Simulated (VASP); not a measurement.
# Pb (Fm-3m) in VASP: notebook

The runs below take Pb through single point, relaxation of cell and atoms, with PBE, HSEsol.

All numbers are computed with VASP 6.6.1; they aren't measurements. Logs are shortened: lines on timing, memory, paths and dates and some standing lists are left out, and cuts for length are marked.

## 1. The structure

It takes space group Fm-3m (No. 225, cubic). The conventional cell has a = 4.950 Å, b = 4.950 Å, c = 4.950 Å, α = 90.00°, β = 90.00°, γ = 90.00°. Pb (site symmetry m-3m) is surrounded by 12 Pb at 3.50 Å.

## 2. Single point, PBE

INCAR

```
SYSTEM = Pb
PREC = Accurate ; ENCUT = 520
EDIFF = 1E-6 ; ISMEAR = 0
SIGMA = 0.027000000000000003 ; LREAL = .False.
LASPH = .True. ; NELM = 100
ALGO = Normal ; ISIF = 2
LWAVE = .False. ; LCHARG = .False.
GGA = PE
```

KPOINTS

```
Automatic mesh
0
Gamma
  9 9 9
  0 0 0
```

POSCAR

```
Pb
1.0
    0.0000000000      2.4750200000      2.4750200000
    2.4750200000      0.0000000000      2.4750200000
    2.4750200000      2.4750200000      0.0000000000
Pb
1
Direct
    0.0000000000      0.0000000000      0.0000000000
```

Potentials or basis: VASP PAW PBE potentials, release 64 (Pb_d).

Run with:

```bash
cat potpaw_PBE.64/Pb_d/POTCAR > POTCAR
mpirun -np 1 vasp_std > vasp.out
```

OUTCAR:

```text
SYSTEM = Pb
   PREC = Accurate
   ENCUT = 520
   EDIFF = 1E-6
   ISMEAR = 0
   LREAL = .False.
   LASPH = .True.
   NELM = 100
   ISIF = 2
   GGA = PE

 ion  position               nearest neighbor table
   1  0.000  0.000  0.000-

  LATTYP: Found a face centered cubic cell.
 ALAT       =     4.9500400000

  Lattice vectors:

 A1 = (   0.0000000000,   2.4750200000,   2.4750200000)
 A2 = (   2.4750200000,   0.0000000000,   2.4750200000)
 A3 = (   2.4750200000,   2.4750200000,   0.0000000000)

Analysis of symmetry for initial positions (statically):
=====================================================================
 Subroutine PRICEL returns:
 Original cell was already a primitive cell.

 Routine SETGRP: Setting up the symmetry group for a
 face centered cubic supercell.

 Subroutine GETGRP returns: Found 48 space group operations
 (whereof 48 operations were pure point group operations)
 out of a pool of 48 trial point group operations.

The static configuration has the point symmetry O_h .

Analysis of symmetry for dynamics (positions and initial velocities):
=====================================================================
 Subroutine PRICEL returns:
 Original cell was already a primitive cell.

 Routine SETGRP: Setting up the symmetry group for a
 face centered cubic supercell.

 Subroutine GETGRP returns: Found 48 space group operations
 (whereof 48 operations were pure point group operations)
 out of a pool of 48 trial point group operations.

The dynamic configuration has the point symmetry O_h .

 Subroutine INISYM returns: Found 48 space group operations
 (whereof 48 operations are pure point group operations),
 and found     1 'primitive' translations

----------------------------------------------------------------------------------------

                                     Primitive cell

  volume of cell :      30.3226

  direct lattice vectors                    reciprocal lattice vectors
     0.000000000  2.475020000  2.475020000    -0.202018570  0.202018570  0.202018570
     2.475020000  0.000000000  2.475020000     0.202018570 -0.202018570  0.202018570
     2.475020000  2.475020000  0.000000000     0.202018570  0.202018570 -0.202018570

  length of vectors
     3.500206851  3.500206851  3.500206851     0.349906427  0.349906427  0.349906427

  position of ions in fractional coordinates (direct lattice)
     0.000000000  0.000000000  0.000000000

  ion indices of the primitive-cell ions
   primitive index   ion index
                 1           1

----------------------------------------------------------------------------------------

 KPOINTS: Automatic mesh

Automatic generation of k-mesh.
 Grid dimensions read from file:
 generate k-points for:    9    9    9

 Generating k-lattice:

  Cartesian coordinates                     Fractional coordinates (reciprocal lattice)
    -0.022446508  0.022446508  0.022446508     0.111111111  0.000000000  0.000000000
     0.022446508 -0.022446508  0.022446508     0.000000000  0.111111111  0.000000000
     0.022446508  0.022446508 -0.022446508     0.000000000  0.000000000  0.111111111

  Length of vectors
     0.038878492  0.038878492  0.038878492

  Shift w.r.t. Gamma in fractional coordinates (k-lattice)
     0.000000000  0.000000000  0.000000000

 Subroutine IBZKPT returns following result:
 ===========================================

 Found     35 irreducible k-points:

 Following reciprocal coordinates:
            Coordinates               Weight
  0.000000  0.000000  0.000000      1.000000
  0.111111  0.000000  0.000000      8.000000
  0.222222  0.000000  0.000000      8.000000
  0.333333  0.000000  0.000000      8.000000
  0.444444  0.000000  0.000000      8.000000
  0.111111  0.111111  0.000000      6.000000
[... 16 lines left out ...]
 -0.333333  0.333333  0.000000     12.000000
  0.444444  0.444444  0.000000      6.000000
 [... further k-points ...]
   k-points           NKPTS =     35   k-points in BZ     NKDIM =     35   number of bands    NBANDS=     11
   number of dos      NEDOS =    301   number of ions     NIONS =      1
   total plane-waves  NPLWV =  21952
   dimension x,y,z NGX =    28 NGY =   28 NGZ =   28
   dimension x,y,z NGXF=    56 NGYF=   56 NGZF=   56
   ions per type =               1
   NGX,Y,Z   is equivalent  to a cutoff of  13.30, 13.30, 13.30 a.u.
   NGXF,Y,Z  is equivalent  to a cutoff of  26.60, 26.60, 26.60 a.u.
 SYSTEM =  Pb
   PREC   = accura    normal or accurate (medium, high low for compatibility)
   ISTART =      0    job   : 0-new  1-cont  2-samecut
   ICHARG =      2    charge: 1-file 2-atom 10-const
   ISPIN  =      1    spin polarized calculation?
   LNONCOLLINEAR =      F non collinear calculations
   LSORBIT =      F    spin-orbit coupling
   LASPH  =      T    aspherical Exc in radial PAW
   ENCUT  =  520.0 eV  38.22 Ry    6.18 a.u.   6.51  6.51  6.51*2*pi/ulx,y,z
   NELM   =    100;   NELMIN=  2; NELMDL= -5     # of ELM steps
[... 33 lines left out ...]
  energy-cutoff  :      520.00
  volume of cell :       30.32
 maximum number of plane-waves:       869
 NGX is ok and might be reduce to    28
   NGX = 13   NGY = 13   NGZ = 13

 number of electron      13.9999999 magnetization

 Free energy of the ion-electron system (eV)
  ---------------------------------------------------
  ext. energy  EPLUGINS =         0.00000000
  ---------------------------------------------------
  free energy    TOTEN  =        -3.56836289 eV

  energy without entropy =       -3.56786413  energy(sigma->0) =       -3.56811351

 E-fermi :   7.1443     XC(G=0): -10.1860

 val. band max:        6.9152904981   @ k =  -0.3333   0.3333   0.1111
 cond. band min:       7.1463445931   @ k =  -0.2222   0.3333   0.1111
 fundamental gap:      0.2310540950
 Fermi energy:         7.1443469434

 k-point     1 :       0.0000    0.0000    0.0000
  band No.  band energies     occupation
      1      -9.7945      2.00000
      2      -9.7945      2.00000
      3      -9.7945      2.00000
      4      -9.6543      2.00000
      5      -9.6543      2.00000
      6      -4.4738      2.00000
      7      14.6989      0.00000
      8      14.6989      0.00000
      9      14.6989      0.00000
     10      17.0445      0.00000
     11      18.6199      0.00000

 k-point     2 :       0.1111    0.0000    0.0000
  band No.  band energies     occupation
      1      -9.7950      2.00000
      2      -9.7780      2.00000
      3      -9.7780      2.00000
      4      -9.6543      2.00000
      5      -9.6543      2.00000
      6      -4.2360      2.00000
      7      12.3296      0.00000
      8      14.4167      0.00000
      9      14.4167      0.00000
     10      16.6520      0.00000
     11      19.5951      0.00000

 k-point     3 :       0.2222    0.0000    0.0000
  band No.  band energies     occupation
      1      -9.8001      2.00000
      2      -9.7585      2.00000
      3      -9.7585      2.00000
      4      -9.6317      2.00000
      5      -9.6317      2.00000
      6      -3.5243      2.00000
      7       8.8628      0.00000
      8      13.8173      0.00000
      9      13.8173      0.00000
     10      16.3081      0.00000
     11      19.1405      0.00000

 k-point     4 :       0.3333    0.0000    0.0000
  band No.  band energies     occupation
      1      -9.8115      2.00000
      2      -9.7680      2.00000
      3      -9.7680      2.00000
      4      -9.5729      2.00000
      5      -9.5729      2.00000
      6      -2.3828      2.00000
      7       5.7473      2.00000
      8      13.2446      0.00000
      9      13.2446      0.00000
     10      16.2137      0.00000
     11      17.8420      0.00000
[... 239 lines left out ...]
 k-point    22 :      -0.4444    0.3333    0.0000
  band No.  band energies     occupation
      1      -9.8858      2.00000
      2      -9.7838      2.00000
      3      -9.5945      2.00000
      4      -9.5740      2.00000
      5      -9.5139      2.00000
      6       0.2594      2.00000
      7       4.8449      2.00000
      8       6.8336      2.00000
      9      10.1595      0.00000
     10      13.7026      0.00000
     11      17.9154      0.00000

 k-point    23 :      -0.3333    0.3333    0.0000
  band No.  band energies     occupation
      1      -9.8493      2.00000
      2      -9.6915      2.00000
      3      -9.6448      2.00000
      4      -9.6222      2.00000
      5      -9.5580      2.00000
      6       0.1131      2.00000
      7       5.4671      2.00000
      8       5.7369      2.00000
      9      10.9410      0.00000
     10      14.1950      0.00000
     11      21.0316      0.00000

 k-point    24 :       0.4444    0.4444    0.0000
  band No.  band energies     occupation
      1      -9.9528      2.00000
      2      -9.8610      2.00000
      3      -9.5345      2.00000
      4      -9.4958      2.00000
      5      -9.4958      2.00000
      6       0.1218      2.00000
      7       4.5682      2.00000
      8       9.4311      0.00000
      9       9.4311      0.00000
     10      12.7575      0.00000
     11      13.9743      0.00000

 [... further k-points ...]

------------------------ aborting loop because EDIFF is reached ----------------------------------------

  FORCE on cell =-STRESS in cart. coord.  units (eV):
  Direction    XX          YY          ZZ          XY          YZ          ZX
  --------------------------------------------------------------------------------------
  -------------------------------------------------------------------------------------
  Total        0.4110282      0.4110282      0.4110282      0.0000000      0.0000000     -0.0000000
  in kB       21.7178112     21.7178112     21.7178112      0.0000000      0.0000000     -0.0000000
  external PRESSURE =      21.7178112 kB  Pullay stress =       0.0000000 kB

 VOLUME and BASIS-vectors are now :
 -----------------------------------------------------------------------------
  energy-cutoff  :      520.00
  volume of cell :       30.32
      direct lattice vectors                 reciprocal lattice vectors
     0.000000000  2.475020000  2.475020000    -0.202018570  0.202018570  0.202018570
     2.475020000  0.000000000  2.475020000     0.202018570 -0.202018570  0.202018570
     2.475020000  2.475020000  0.000000000     0.202018570  0.202018570 -0.202018570

 POSITION                                       TOTAL-FORCE (eV/Angst)
 -----------------------------------------------------------------------------------
      0.00000      0.00000      0.00000         0.000000     -0.000000     -0.000000
 -----------------------------------------------------------------------------------
    total drift:                               -0.000000     -0.000000     -0.000000

  FREE ENERGIE OF THE ION-ELECTRON SYSTEM (eV)
  ---------------------------------------------------
  free  energy   TOTEN  =        -3.5683628933 eV

  energy  without entropy=       -3.5678641292  energy(sigma->0) =       -3.56811351
```

It took 6.4 s on 1 thread of AMD EPYC 9R45 (Zen 5), shared host; peak memory 0.13 GiB.

Results:

- Free energy: -3.5684 eV
- Pressure: 2.2 GPa
- Band gap on the k mesh: none (metal or under the smearing width)

## 3. Relaxation of cell and atoms, PBE

INCAR

```
SYSTEM = Pb
PREC = Accurate
ENCUT = 600
EDIFF = 1E-6
ISMEAR = -1
SIGMA = 0.05
LREAL = .FALSE.
LASPH = .TRUE.
NELM = 80
ALGO = Fast
ISIF = 3
LWAVE = .FALSE.
LCHARG = .FALSE.
GGA = PE
IBRION = 2
NSW = 40
EDIFFG = -0.005
```

KPOINTS

```
regular mesh
0
G
  9 9 9
  0 0 0
```

POSCAR is that of step 2.

Potentials or basis: VASP PAW PBE potentials, release 54 (Pb_d).

Run with:

```bash
cat potpaw_PBE.54/Pb_d/POTCAR > POTCAR
mpirun -np 1 vasp_std > vasp.out
```

Run time: 26 s. Hardware: 1 thread of AMD EPYC 9R45 (Zen 5), shared host; peak memory 0.14 GiB.

It converged, with:

| Item | Value |
| --- | --- |
| Free energy | -3.5806 eV |
| Relaxed volume | 31.84 Å³/atom |
| Relaxed cell | a = 3.558 Å, b = 3.558 Å, c = 3.558 Å, α = 60.00°, β = 60.00°, γ = 60.00° |
| Space group after relaxing (to 0.05 Å) | Fm-3m (No. 225) |
| Energy gained by relaxing | 10.3 meV/atom |
| Ionic steps | 3 |
| Pressure after relaxing | 0.0 GPa |
| Band gap on the k mesh | none (metal or under the smearing width) |

Step by step:
```
step  energy change (eV)  largest force (eV/Å)  pressure (GPa)  volume (Å³)
   1              0.0000                0.0000            2.31        30.32
   2             -0.0096                0.0000           -0.50        32.28
   3             -0.0103                0.0000           -0.02        31.84
```

Final structure:
```
CELL_PARAMETERS angstrom
0.00000 2.51575 2.51575
2.51575 0.00000 2.51575
2.51575 2.51575 0.00000
ATOMIC_POSITIONS crystal
Pb 0.00000 0.00000 0.00000
```

Levels at points of the mesh, in eV from the Fermi level:
```
           k point  band 5  band 6  band 7  band 8  band 9  band 10
(0.00, 0.00, 0.00)  -16.80  -11.31    7.16    7.16    7.16     9.86
```

Spin-orbit coupling is left out, which matters for the levels of Pb.

## 4. Relaxation of cell and atoms, PBE

INCAR

```
SYSTEM = Pb
ALGO = Fast
EDIFF = 1E-7
EDIFFG = -0.01
ENCUT = 580
GGA = PE
IBRION = 2
ISIF = 3
ISMEAR = -1
LASPH = .TRUE.
LCHARG = .FALSE.
LREAL = .FALSE.
LWAVE = .FALSE.
NELM = 80
NSW = 40
PREC = Accurate
SIGMA = 0.05
```

KPOINTS

```
k-points
0
G
  9 9 9
  0 0 0
```

POSCAR is that of step 3.

Potentials or basis: VASP PAW PBE potentials, release 54 (Pb).

Run with:

```bash
cat potpaw_PBE.54/Pb/POTCAR > POTCAR
mpirun -np 1 vasp_std > vasp.out
```

It took 11 s on 1 thread of AMD EPYC 9R45 (Zen 5), shared host; peak memory 0.14 GiB.

It converged, with:

| Item | Value |
| --- | --- |
| Free energy | -3.5896 eV |
| Relaxed volume | 31.67 Å³/atom |
| Relaxed cell | a = 3.551 Å, b = 3.551 Å, c = 3.551 Å, α = 60.00°, β = 60.00°, γ = 60.00° |
| Space group after relaxing (to 0.05 Å) | Fm-3m (No. 225) |
| Energy gained by relaxing | 8.0 meV/atom |
| Ionic steps | 3 |
| Pressure after relaxing | 0.0 GPa |
| Band gap on the k mesh | none (metal or under the smearing width) |

Step by step:
```tsv
step	energy change (eV)	largest force (eV/Å)	pressure (GPa)	volume (Å³)
1	0.0000	0.0000	2.01	30.32
2	-0.0076	0.0000	-0.43	32.02
3	-0.0080	0.0000	0.01	31.67
```

Final structure:
```
Pb
1.0
     0.00000    2.51114    2.51114
     2.51114    0.00000    2.51114
     2.51114    2.51114    0.00000
Pb
1
Direct
  0.00000 0.00000 0.00000
```

Levels at points of the mesh, in eV from the Fermi level:
```
           k point  band 1  band 2  band 3  band 4  band 5
(0.00, 0.00, 0.00)  -11.32    7.23    7.23    7.23    9.90
```

The run has no spin-orbit coupling, so splittings on Pb are missing.

## 5. Single point, PBE

INCAR

```
SYSTEM = Pb
PREC = Accurate
ENCUT = 520
EDIFF = 1E-6
ISMEAR = 0
SIGMA = 0.019000000000000003
LREAL = .FALSE.
LASPH = .TRUE.
NELM = 80
ALGO = Normal
ISIF = 2
LWAVE = .FALSE.
LCHARG = .FALSE.
GGA = PE
```

KPOINTS

```
Automatic mesh
0
G
  9 9 9
  0 0 0
```

POSCAR is that of step 4.

Potentials or basis: VASP PAW PBE potentials, release 64 (Pb_d).

Run with:

```bash
cat potpaw_PBE.64/Pb_d/POTCAR > POTCAR
mpirun -np 1 vasp_std > vasp.out
```

Wall time 8.2 s (1 thread of Intel Xeon Platinum 8488C (Sapphire Rapids), shared host); peak memory 0.15 GiB.

Results (log left out):

| Quantity | Value |
| --- | --- |
| Free energy | -3.5682 eV |
| Pressure | 2.2 GPa |
| Band gap on the k mesh | none (metal or under the smearing width) |

Levels at points of the mesh, in eV from the Fermi level:
| k point | band 4 | band 5 | band 6 | band 7 | band 8 | band 9 | band 10 | band 11 |
| --- | --- | --- | --- | --- | --- | --- | --- | --- |
| (0.00, 0.00, 0.00) | -16.80 | -16.80 | -11.62 | 7.55 | 7.55 | 7.55 | 9.90 | 11.47 |

## 6. Relaxation of cell and atoms, HSEsol

POSCAR is that of step 5.

INCAR.step1

```
PREC = Accurate
ENCUT = 600
EDIFF = 1E-5
ISMEAR = -1
SIGMA = 0.05
LREAL = F
LASPH = T
NELM = 60
ALGO = Normal
LWAVE = T
LCHARG = F
GGA = PE
```

INCAR.step2

```
PREC = Accurate
ENCUT = 600
EDIFF = 1E-7
ISMEAR = -1
SIGMA = 0.05
LREAL = F
LASPH = T
NELM = 60
ALGO = Normal
ISIF = 3
LWAVE = F
LCHARG = F
GGA = PS
LHFCALC = T
HFSCREEN = 0.2
PRECFOCK = Normal
IBRION = 2
NSW = 40
EDIFFG = -0.01
ISTART = 1
```

KPOINTS

```
regular mesh
0
Gamma
  5 5 5
```

Potentials or basis: VASP PAW PBE potentials, release 64 (Pb_d).

Run with:

```bash
cat potpaw_PBE.64/Pb_d/POTCAR > POTCAR
cp INCAR.step1 INCAR
mpirun -np 1 vasp_std > vasp.out
cp INCAR.step2 INCAR
mpirun -np 1 vasp_std > vasp.out
```

Run time: 25 min. Hardware: 1 thread of Intel Xeon Platinum 8488C (Sapphire Rapids), shared host; peak memory 0.28 GiB.

The run converged. Its results:

| Property | Result |
| --- | --- |
| Free energy | -4.3736 eV |
| Relaxed volume | 29.55 Å³/atom |
| Relaxed cell | a = 3.470 Å, b = 3.470 Å, c = 3.470 Å, α = 60.00°, β = 60.00°, γ = 60.00° |
| Space group after relaxing (to 0.05 Å) | Fm-3m (No. 225) |
| Energy gained by relaxing | 3.5 meV/atom |
| Ionic steps | 4 |
| Pressure after relaxing | 0.0 GPa |
| Band gap on the k mesh | none (metal or under the smearing width) |

Step by step:
```csv
step,energy change (eV),largest force (eV/Å),pressure (GPa),volume (Å³)
1,0.0000,0.0000,-1.35,30.32
2,-0.0029,0.0000,0.56,29.21
3,-0.0035,0.0000,0.06,29.52
4,-0.0035,0.0000,-0.04,29.55
```

Final structure:
```yaml
crystal:
  lattice:
    - [0.00000, 2.45388, 2.45388]
    - [2.45388, 0.00000, 2.45388]
    - [2.45388, 2.45388, 0.00000]
  atoms:
    - { symbol: Pb, position: [0.00000, 0.00000, 0.00000] }
```

Levels at points of the mesh, in eV from the Fermi level:
| k point | band 3 | band 4 | band 5 | band 6 | band 7 | band 8 | band 9 | band 10 | band 11 |
| --- | --- | --- | --- | --- | --- | --- | --- | --- | --- |
| (0.00, 0.00, 0.00) | -18.61 | -18.45 | -18.45 | -12.93 | 8.77 | 8.77 | 8.77 | 10.93 | 12.89 |

Caveat: the k mesh is coarse (spacing up to 0.44 Å⁻¹), so the values aren't converged, least of all with exact exchange; the PAW data sets were made with another functional, which shifts forces and pressure a little. Spin-orbit coupling is left out, which matters for the levels of Pb.

## 7. The reference run

An earlier run on the cell as given: functional PBE; potentials or basis VASP PAW PBE potentials, release 64 (Pb_d); cutoff 520 eV; k mesh 9 × 9 × 9; occupations fermi-dirac, width 0.05 eV; no spin polarisation.

- Pressure: 2.2 GPa
- Band gap on the k mesh: none (metal or under the smearing width)

## 8. The runs side by side

| task | level | potentials or basis | cell | k mesh | cutoff (eV) | smearing | grid for exact exchange (PRECFOCK) | mesh quality | gap on the mesh (eV) | pressure (GPa) | relaxed volume (Å³/atom) |
| --- | --- | --- | --- | --- | --- | --- | --- | --- | --- | --- | --- |
| single point | PBE | VASP PAW PBE potentials, release 64 (Pb_d) | as given | 9 × 9 × 9 | 520 | gaussian 0.027 eV | - | not flagged | none | 2.2 | - |
| relaxation of cell and atoms | PBE | VASP PAW PBE potentials, release 54 (Pb_d) | relaxed | 9 × 9 × 9 | 600 | fermi-dirac 0.05 eV | - | not flagged | none | 0.0 | 31.84 |
| relaxation of cell and atoms | PBE | VASP PAW PBE potentials, release 54 (Pb) | relaxed | 9 × 9 × 9 | 580 | fermi-dirac 0.05 eV | - | not flagged | none | 0.0 | 31.67 |
| single point | PBE | VASP PAW PBE potentials, release 64 (Pb_d) | as given | 9 × 9 × 9 | 520 | gaussian 0.019 eV | - | not flagged | none | 2.2 | - |
| relaxation of cell and atoms | HSEsol | VASP PAW PBE potentials, release 64 (Pb_d) | relaxed | 5 × 5 × 5 | 600 | fermi-dirac 0.05 eV | Normal | coarse | none | 0.0 | 29.55 |
| single point | PBE | VASP PAW PBE potentials, release 64 (Pb_d) | as given | 9 × 9 × 9 | 520 | fermi-dirac 0.05 eV | - | not flagged | none | 2.2 | - |

Alike in all rows: no spin polarisation.

Caveats: some runs use coarse meshes; the PAW data sets were made with another functional, which shifts forces and pressure a little (some runs).

Absolute energies hang on the potentials; compare differences alone.

## 9. Comparison with measurements

Step 3. The cell as given is a measured one (30.32 Å³/atom); PBE puts the equilibrium volume +5.0 % from it, thermal expansion not counted.

Step 4. The cell as given is a measured one (30.32 Å³/atom); PBE puts the equilibrium volume +4.4 % from it, thermal expansion not counted.
